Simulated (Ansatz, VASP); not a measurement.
Ga2As3 in VASP and in Ansatz

```xyz
5
Lattice="4.8968 0.0000 0.0000 0.0000 4.8968 0.0000 0.0000 0.0000 4.8968" Properties=species:S:1:pos:R:3 pbc="T T T"
Ga    0.0000    0.0000    0.0000
Ga    2.4484    2.4484    2.4484
As    0.0000    2.4484    2.4484
As    2.4484    0.0000    2.4484
As    2.4484    2.4484    0.0000
```

Alike in both runs: task relaxation of cell and atoms; functional PBE; k mesh 4 × 4 × 4; occupations gaussian, width 0.1 eV; no spin polarisation.

|  | VASP | Ansatz |
| --- | --- | --- |
| version | VASP 6.6.1 | Ansatz 0.2.0 |
| potentials or method | VASP PAW PBE potentials, release 64 (Ga_d, As) | scalar-relativistic, plane waves, PAW |
| plane-wave cutoff (eV) | 600 | 420 |
| valence electrons in the cell | 41 | 71 |

```tsv
	VASP	Ansatz	Ansatz less VASP
gap on the k mesh at the Fermi level, each at its own relaxed structure (eV)	none	none	-
relaxed volume (Å³/atom)	24.42	24.41	-0.010
relaxed cell length with the largest relative difference (Å)	4.961	4.960	-0.0007
energy change over the relaxation (meV/atom)	-6	-5	+0.4
```

A gap of «none» marks a metal or a gap that the smearing closes. The two sets of potentials don't hold the same shells in valence.
